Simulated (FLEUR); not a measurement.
**Zn: band structure with PBE**

The system is Zn.

```
CELL_PARAMETERS angstrom
0.00000 1.96478 1.96478
1.96478 0.00000 1.96478
1.96478 1.96478 0.00000
ATOMIC_POSITIONS crystal
Zn 0.00000 0.00000 0.00000
```

This isn't the form of Zn at room conditions, which is hcp.

```json
{
  "Program": "FLEUR MaX-R8.1 (patched build s14)",
  "Task": "band structure",
  "Functional": "PBE",
  "Potentials or basis": "all-electron",
  "Basis": "FLAPW",
  "Kmax": "3.8 1/bohr",
  "k mesh": "12 × 12 × 12",
  "Occupations": "fermi-dirac, width 0.05 eV",
  "Spin": "no spin polarisation",
  "inpgen profile": "fastHighL",
  "Gmax": "11.8 1/bohr",
  "Muffin-tin radii": "Zn 2.43 bohr",
  "lmax": "Zn 10",
  "Local orbitals a species": "Zn 6",
  "Max iterations": "60",
  "Mixing factor": "0.05",
  "Mixer": "Anderson",
  "Mixer history": "15",
  "Density convergence": "1e-05 me/bohr^3"
}
```

* Band gap along the path: none (metal or under the smearing width)
* Valence electrons inside the program's atomic spheres: Zn 18.98 (radii Zn 2.43 bohr)

Levels at the corners of the path, in eV from the Fermi level:
```csv
point,band 7,band 8,band 9,band 10,band 11,band 12,band 13,band 14
Γ,-7.55,-7.55,-7.17,-7.17,18.25,18.25,18.25,18.61
X,-6.89,-6.81,-6.81,-0.96,1.78,8.43,8.43,12.05
W,-7.65,-7.14,-6.81,2.29,2.29,3.14,4.08,21.59
K,-7.25,-7.07,-6.90,0.80,1.61,2.70,9.96,13.45
Γ,-7.55,-7.55,-7.17,-7.17,18.25,18.25,18.25,18.61
L,-7.55,-6.88,-6.88,-2.85,-1.33,15.24,15.24,17.24
U,-7.25,-7.07,-6.90,0.80,1.61,2.70,9.96,13.45
W,-7.65,-7.14,-6.81,2.29,2.29,3.14,4.08,21.59
L,-7.55,-6.88,-6.88,-2.85,-1.33,15.24,15.24,17.24
K,-7.25,-7.07,-6.90,0.80,1.61,2.70,9.96,13.45
U,-7.25,-7.07,-6.90,0.80,1.61,2.70,9.96,13.45
X,-6.89,-6.81,-6.81,-0.96,1.78,8.43,8.43,12.05
```

Core levels (eV from the Fermi level):
```
atom                                                     levels
1 Zn  1s1/2 -9520.6, 2s1/2 -1155.3, 2p1/2 -1017.0, 2p3/2 -993.2
```

Wall time 9 s on 1 thread of Intel(R) Xeon(R) CPU @ 2.60GHz (Ice Lake), with other jobs on the host, peak memory 0.05 GiB.
